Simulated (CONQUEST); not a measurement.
# Zn under changes of volume

One of the cells (15.330 Å³/atom); the others are scaled copies at fixed shape and fractional positions:

```
Zn
1.0
     2.67000    0.00000    0.00000
     0.00000    4.62458    0.00000
     0.00000    0.00000    4.96600
Zn
4
Direct
  0.00000 0.33333 0.25000
  0.50000 0.83333 0.25000
  0.00000 0.66667 0.75000
  0.50000 0.16667 0.75000
```

- Program: CONQUEST 1.3
- Functional: PBE
- Potentials or basis: PseudoDojo NC PBE, DZP, grid of 32 × 48 × 48 points
- k mesh: 8 × 5 × 5
- Occupations: fermi-dirac, width 0.05 eV
- Spin: no spin polarisation

```csv
volume (Å³/atom),energy over the lowest point (meV/atom),pressure (GPa),largest force (eV/Å)
14.410,?,?,?
14.716,21.42,6.3,0.002
15.023,11.09,4.5,0.001
15.330,4.33,2.6,0.004
15.636,0.77,1.2,0.001
15.943,0.00,-0.2,0.003
16.249,1.58,-1.4,0.001
```

**Question.** What does the run at 14.410 Å³/atom give?

**Answer.** Energy over the lowest point 35.58 meV/atom; pressure 8.4 GPa; largest force 0.007 eV/Å.

Worked out: A Birch-Murnaghan fit of order 3 (a polynomial in V^(-2/3)) to the other rows has its minimum at 15.89 Å³/atom with B0 = V·E''(V) = 67 GPa and B' = 6.0 at fixed shape and positions, which overstates the stiffness. It gives 35.86 meV/atom at 14.410 Å³/atom, against the run's 35.58, and -dE/dV = 8.7 GPa, against 8.4.

Energies are extrapolated to zero smearing.

Caveats: the basis of atomic orbitals isn't converged, which shifts pressures, moduli and gaps.
